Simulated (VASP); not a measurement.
Runs of VASP 6.6.1 on FeSi23 (a cell with a defect). The cell holds a defect, 24 atoms: a = 11.534 Å, b = 7.689 Å, c = 7.689 Å, α = 60.00°, β = 60.00°, γ = 60.00°. 

```tsv
task	level	U	fixed moment (μB)	cell	k mesh	grid for exact exchange (PRECFOCK)	screening parameter	mesh quality	pressure (GPa)	moment (μB)	largest force (eV/Å)
single point	PBEsol+U	Fe d U = 4 eV	4	as given	2 × 3 × 3	-	-	not flagged	0.1	4.00	0.02
single point	PBEsol	-	4	as given	2 × 3 × 3	-	-	not flagged	-0.2	4.00	0.36
single point	PBEsol+U	Fe d U = 6 eV	4	as given	2 × 3 × 3	-	-	not flagged	0.2	4.00	(a)
relaxation of the atoms	PBEsol+U	Fe d U = 4 eV	4	atoms relaxed from: atoms moved at random, drawn with an rms of 0.05 Å	2 × 3 × 3	-	-	not flagged	0.1	4.00	0.02
single point	HSE06	-	4	as given	2 × 2 × 2	Fast	0.2 1/A	coarse	(b)	4.00	(c)
single point	PBEsol+U	Fe d U = 4 eV	-	as given	2 × 3 × 3	-	-	not flagged	0.1	3.94	0.04
```

Alike in all rows: potentials or basis VASP PAW PBE potentials, release 64 (Fe, Si); spin collinear, ferromagnetic start; cutoff (eV) 350; smearing gaussian 0.03 eV.

Q: Fill in the values left out.

A: (a) 0.17; (b) -0.1; (c) 0.34.

Caveats: some runs use coarse meshes; the PAW data sets were made with another functional, which shifts forces and pressure a little; the total moment is fixed, so each spin has its own Fermi level (some runs); the U is typed as a test and isn't derived for this compound (some runs).
